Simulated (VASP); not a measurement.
# La (P6_3/mmc) in VASP: single point with r2SCAN

Aim: the single point of La with r2SCAN.

Everything below comes from runs of VASP 6.6.1. Logs are shortened: lines on timing, memory, paths and dates and some standing lists are left out, and cuts for length are marked.

### 1 The crystal as given

Symmetry: P6_3/mmc, No. 194, hexagonal system. The conventional cell has a = 3.783 Å, b = 3.783 Å, c = 12.039 Å, α = 90.00°, β = 90.00°, γ = 120.00°. Around La (site symmetry -3m) lie 12 La at 3.72 to 3.78 Å. La (site symmetry -6m2) has 12 La at 3.72 to 3.78 Å as nearest neighbours.

### 2 Single point, r2SCAN

Contents of POSCAR:

```
La
1.0
    3.7825490763      0.0000000000      0.0000000000
   -1.8912745382      3.2757835912      0.0000000000
    0.0000000000      0.0000000000     12.0386484865
La
4
Direct
    0.0000000000      0.0000000000      0.0000000000
    0.0000000000      0.0000000000      0.5000000000
    0.3333333333      0.6666666667      0.2500000000
    0.6666666667      0.3333333333      0.7500000000
```

Contents of INCAR.step1:

```
SYSTEM = La
  PREC = Accurate
  ENCUT = 520
  ISMEAR = 0
  SIGMA = 0.1
  LREAL = .FALSE.
  LASPH = .TRUE.
  NELM = 80
  NBANDS = 30
  GGA = PE
  ALGO = Normal
  EDIFF = 1E-4
  LWAVE = .TRUE.
  LCHARG = .FALSE.
```

Contents of INCAR.step2:

```
SYSTEM = La
  PREC = Accurate
  ENCUT = 520
  EDIFF = 1E-6
  ISMEAR = 0
  SIGMA = 0.1
  LREAL = .FALSE.
  LASPH = .TRUE.
  NELM = 80
  ALGO = Normal
  ISIF = 2
  LWAVE = .FALSE.
  LCHARG = .TRUE.
  METAGGA = R2SCAN
  LMIXTAU = .TRUE.
  LELF = .TRUE.
  LVHAR = .TRUE.
  NBANDS = 30
  ISTART = 1
```

Contents of KPOINTS:

```
Automatic mesh
0
G
  15 15 4
  0 0 0
```

Potentials or basis: VASP PAW PBE potentials, release 64 (La).

On the command line:

```bash
cat potpaw_PBE.64/La/POTCAR > POTCAR
cp INCAR.step1 INCAR
mpirun -np 1 vasp_std > vasp.out
cp INCAR.step2 INCAR
mpirun -np 1 vasp_std > vasp.out
```

OUTCAR:

```text
SYSTEM = La
   PREC = Accurate
   ENCUT = 520
   EDIFF = 1E-6
   ISMEAR = 0
   LREAL = .FALSE.
   LASPH = .TRUE.
   NELM = 80
   ISIF = 2
   METAGGA = R2SCAN
   ISTART = 1

 ion  position               nearest neighbor table
   1  0.000  0.000  0.000-
   2  0.000  0.000  0.500-
   3  0.333  0.667  0.250-
   4  0.667  0.333  0.750-

  LATTYP: Found a hexagonal cell.
 ALAT       =     3.7825490763
 C/A-ratio  =     3.1826813727

  Lattice vectors:

 A1 = (   3.7825490763,   0.0000000000,   0.0000000000)
 A2 = (  -1.8912745382,   3.2757835912,   0.0000000000)
 A3 = (   0.0000000000,   0.0000000000,  12.0386484865)

Analysis of symmetry for initial positions (statically):
=====================================================================
 Subroutine PRICEL returns:
 Original cell was already a primitive cell.

 Routine SETGRP: Setting up the symmetry group for a
 hexagonal supercell.

 Subroutine GETGRP returns: Found 24 space group operations
 (whereof 12 operations were pure point group operations)
 out of a pool of 24 trial point group operations.

The static configuration has the point symmetry D_3d.
 The point group associated with its full space group is D_6h.

Analysis of symmetry for dynamics (positions and initial velocities):
=====================================================================
 Subroutine PRICEL returns:
 Original cell was already a primitive cell.

 Routine SETGRP: Setting up the symmetry group for a
 hexagonal supercell.

 Subroutine GETGRP returns: Found 24 space group operations
 (whereof 12 operations were pure point group operations)
 out of a pool of 24 trial point group operations.

The dynamic configuration has the point symmetry D_3d.
 The point group associated with its full space group is D_6h.

 Subroutine INISYM returns: Found 24 space group operations
 (whereof 12 operations are pure point group operations),
 and found     1 'primitive' translations

----------------------------------------------------------------------------------------

                                     Primitive cell

  volume of cell :     149.1686

  direct lattice vectors                    reciprocal lattice vectors
     3.782549076  0.000000000  0.000000000     0.264371983  0.152635236  0.000000000
    -1.891274538  3.275783591  0.000000000     0.000000000  0.305270471  0.000000000
     0.000000000  0.000000000 12.038648486     0.000000000  0.000000000  0.083065803

  length of vectors
     3.782549076  3.782549076 12.038648486     0.305270471  0.305270471  0.083065803

  position of ions in fractional coordinates (direct lattice)
     0.000000000  0.000000000  0.000000000
     0.000000000  0.000000000  0.500000000
     0.333333333  0.666666667  0.250000000
     0.666666667  0.333333333  0.750000000

  ion indices of the primitive-cell ions
   primitive index   ion index
                 1           1
                 2           2
                 3           3
                 4           4

----------------------------------------------------------------------------------------

 KPOINTS: Automatic mesh

Automatic generation of k-mesh.
 Grid dimensions read from file:
 generate k-points for:   15   15    4

 Generating k-lattice:

  Cartesian coordinates                     Fractional coordinates (reciprocal lattice)
     0.017624799  0.010175682  0.000000000     0.066666667 -0.000000000  0.000000000
     0.000000000  0.020351365  0.000000000     0.000000000  0.066666667  0.000000000
     0.000000000  0.000000000  0.020766451     0.000000000  0.000000000  0.250000000

  Length of vectors
     0.020351365  0.020351365  0.020766451

  Shift w.r.t. Gamma in fractional coordinates (k-lattice)
     0.000000000  0.000000000  0.000000000

 Subroutine IBZKPT returns following result:
 ===========================================

 Found     81 irreducible k-points:

 Following reciprocal coordinates:
            Coordinates               Weight
  0.000000  0.000000  0.000000      1.000000
  0.066667  0.000000  0.000000      6.000000
  0.133333 -0.000000  0.000000      6.000000
  0.200000  0.000000  0.000000      6.000000
  0.266667 -0.000000  0.000000      6.000000
  0.333333  0.000000  0.000000      6.000000
[... 16 lines left out ...]
  0.333333  0.200000  0.000000     12.000000
  0.400000  0.200000  0.000000      6.000000
 [... further k-points ...]
   k-points           NKPTS =     81   k-points in BZ     NKDIM =     81   number of bands    NBANDS=     30
   number of dos      NEDOS =    301   number of ions     NIONS =      4
   total plane-waves  NPLWV =  70560
   dimension x,y,z NGX =    28 NGY =   28 NGZ =   90
   dimension x,y,z NGXF=    56 NGYF=   56 NGZF=  180
   ions per type =               4
   NGX,Y,Z   is equivalent  to a cutoff of  12.31, 12.31, 12.43 a.u.
   NGXF,Y,Z  is equivalent  to a cutoff of  24.61, 24.61, 24.86 a.u.
 SYSTEM =  La
   PREC   = accura    normal or accurate (medium, high low for compatibility)
   ISTART =      1    job   : 0-new  1-cont  2-samecut
   ICHARG =      0    charge: 1-file 2-atom 10-const
   ISPIN  =      1    spin polarized calculation?
   LNONCOLLINEAR =      F non collinear calculations
   LSORBIT =      F    spin-orbit coupling
   LASPH  =      T    aspherical Exc in radial PAW
   ENCUT  =  520.0 eV  38.22 Ry    6.18 a.u.   7.03  7.03 22.38*2*pi/ulx,y,z
   NELM   =     80;   NELMIN=  2; NELMDL=  0     # of ELM steps
   EDIFF  = 0.1E-05   stopping-criterion for ELM
   LREAL  =      F    real-space projection
   EDIFFG = 0.1E-04   stopping-criterion for IOM
   NSW    =      0    number of steps for IOM
   IBRION =     -1    ionic relax: 0-MD 1-quasi-New 2-CG
   NFREE  =      0    steps in history (QN), initial steepest desc. (CG)
   ISIF   =      2    stress and relaxation
   ISYM   =      2    0-nonsym 1-usesym 2-fastsym
   POTIM  = 0.5000    time-step for ionic-motion
   TEBEG  =    0.0;   TEEND  =   0.0 temperature during run
   PSTRESS=    0.0 pullay stress
   NELECT =      44.0000    total number of electrons
   NUPDOWN=      -1.0000    fix difference up-down
   EMIN   =  10.00;   EMAX   =-10.00  energy-range for DOS
   EFERMI =   0.00;   METHOD = LEGACY
   ISMEAR =     0;   SIGMA  =   0.10  broadening in eV -4-tet -1-fermi 0-gaus
   EFERMI_NEDOS =   21; number of points for ismear=-14 and -15
   IALGO  =     38    algorithm
   IMIX   =      4    mixing-type and parameters
     AMIX     =   0.40;   BMIX     =  1.00
     AMIX_MAG =   1.60;   BMIX_MAG =  1.00
  volume/ion in A,a.u.               =      37.29       251.66
  Fermi-wavevector in a.u.,A,eV,Ry     =   1.089766  2.059359 16.158139  1.187590
  Thomas-Fermi vector in A             =   2.225976
   LORBIT       =      0    0 simple, 1 ext, 2 COOP (PROOUT), +10 PAW based schemes
   METAGGA = R2SCAN    functional components
   LHFCALC =     F    Hartree Fock is set to
   AEXX    =    0.0000 exact exchange contribution
   IVDW    =     0    specifies the selected vdW correction
   LEPSILON=     F    determine dielectric tensor
   LRPA    =     F    only Hartree local field effects (RPA)
 non-spin polarized calculation
 Gauss-broadening in eV      SIGMA  =   0.10
  energy-cutoff  :      520.00
  volume of cell :      149.17
 maximum number of plane-waves:      4065
   NGX = 15   NGY = 15   NGZ = 45

 number of electron      43.9999997 magnetization

 Free energy of the ion-electron system (eV)
  ---------------------------------------------------
  ext. energy  EPLUGINS =         0.00000000
  ---------------------------------------------------
  free energy    TOTEN  =      -118.98098735 eV

  energy without entropy =     -118.95039778  energy(sigma->0) =     -118.96569256

 E-fermi :   7.9421     XC(G=0): -10.1971

 val. band max:        7.9421221512   @ k =   0.3333   0.2667   0.2500
 cond. band min:       7.9428449066   @ k =   0.3333   0.2667   0.5000
 fundamental gap:      0.0007227554
 Fermi energy:         7.9421335298

 k-point     1 :       0.0000    0.0000    0.0000
  band No.  band energies     occupation
      1     -26.1502      2.00000
      2     -26.0442      2.00000
      3     -26.0294      2.00000
      4     -25.9194      2.00000
      5     -10.1266      2.00000
      6      -9.4333      2.00000
[... 22 lines left out ...]
     29       9.5786      0.00000
     30       9.5904      0.00000

 k-point     2 :       0.0667    0.0000    0.0000
  band No.  band energies     occupation
      1     -26.1427      2.00000
      2     -26.0388      2.00000
      3     -26.0240      2.00000
      4     -25.9162      2.00000
      5     -10.1071      2.00000
      6      -9.4401      2.00000
[... 22 lines left out ...]
     29       9.6361      0.00000
     30       9.7045      0.00000

 k-point     3 :       0.1333   -0.0000    0.0000
  band No.  band energies     occupation
      1     -26.1212      2.00000
      2     -26.0234      2.00000
      3     -26.0086      2.00000
      4     -25.9074      2.00000
      5     -10.0504      2.00000
      6      -9.4695      2.00000
[... 22 lines left out ...]
     29       9.6613      0.00000
     30       9.7601      0.00000

 k-point     4 :       0.2000    0.0000    0.0000
  band No.  band energies     occupation
      1     -26.0886      2.00000
      2     -26.0007      2.00000
      3     -25.9859      2.00000
      4     -25.8952      2.00000
      5      -9.9620      2.00000
      6      -9.5454      2.00000
[... 616 lines left out ...]
     29       9.4018      0.00000
     30       9.6857      0.00000

 k-point    23 :       0.3333    0.2000    0.0000
  band No.  band energies     occupation
      1     -25.9358      2.00000
      2     -25.9110      2.00000
      3     -25.8963      2.00000
      4     -25.8715      2.00000
      5      -9.9175      2.00000
      6      -9.8919      2.00000
[... 22 lines left out ...]
     29       9.6335      0.00000
     30       9.8276      0.00000

 k-point    24 :       0.4000    0.2000    0.0000
  band No.  band energies     occupation
      1     -25.9238      2.00000
      2     -25.9065      2.00000
      3     -25.8918      2.00000
      4     -25.8745      2.00000
      5      -9.9395      2.00000
      6      -9.9076      2.00000
[... 22 lines left out ...]
     29       9.8422      0.00000
     30       9.8962      0.00000

 [... further k-points ...]

------------------------ aborting loop because EDIFF is reached ----------------------------------------

  FORCE on cell =-STRESS in cart. coord.  units (eV):
  Direction    XX          YY          ZZ          XY          YZ          ZX
  --------------------------------------------------------------------------------------
  -------------------------------------------------------------------------------------
  Total        0.0658804      0.0658804      0.0698389     -0.0000000      0.0000000      0.0000000
  in kB        0.7076021      0.7076021      0.7501191     -0.0000000      0.0000000      0.0000000
  external PRESSURE =       0.7217745 kB  Pullay stress =       0.0000000 kB

 VOLUME and BASIS-vectors are now :
 -----------------------------------------------------------------------------
  energy-cutoff  :      520.00
  volume of cell :      149.17
      direct lattice vectors                 reciprocal lattice vectors
     3.782549076  0.000000000  0.000000000     0.264371983  0.152635236  0.000000000
    -1.891274538  3.275783591  0.000000000     0.000000000  0.305270471  0.000000000
     0.000000000  0.000000000 12.038648486     0.000000000  0.000000000  0.083065803

 POSITION                                       TOTAL-FORCE (eV/Angst)
 -----------------------------------------------------------------------------------
      0.00000      0.00000      0.00000        -0.000000     -0.000000     -0.000000
      0.00000      0.00000      6.01932        -0.000000     -0.000000     -0.000000
     -0.00000      2.18386      3.00966        -0.000000      0.000000      0.000000
      1.89127      1.09193      9.02899         0.000000     -0.000000      0.000000
 -----------------------------------------------------------------------------------
    total drift:                               -0.000000     -0.000000      0.000000

  FREE ENERGIE OF THE ION-ELECTRON SYSTEM (eV)
  ---------------------------------------------------
  free  energy   TOTEN  =      -118.9809873454 eV

  energy  without entropy=     -118.9503977835  energy(sigma->0) =     -118.96569256
```

It took 20 min on 1 thread of AMD EPYC 9R45 (Zen 5), shared host; peak memory 0.46 GiB.

Results:

```yaml
Free_energy: -118.9810 eV
Pressure: 0.1 GPa
Band_gap_on_the_k_mesh: none (metal or under the smearing width)
```

Caveat: the PAW data sets were made with another functional, which shifts forces and pressure a little. Spin-orbit coupling is left out, which matters for the levels of La.
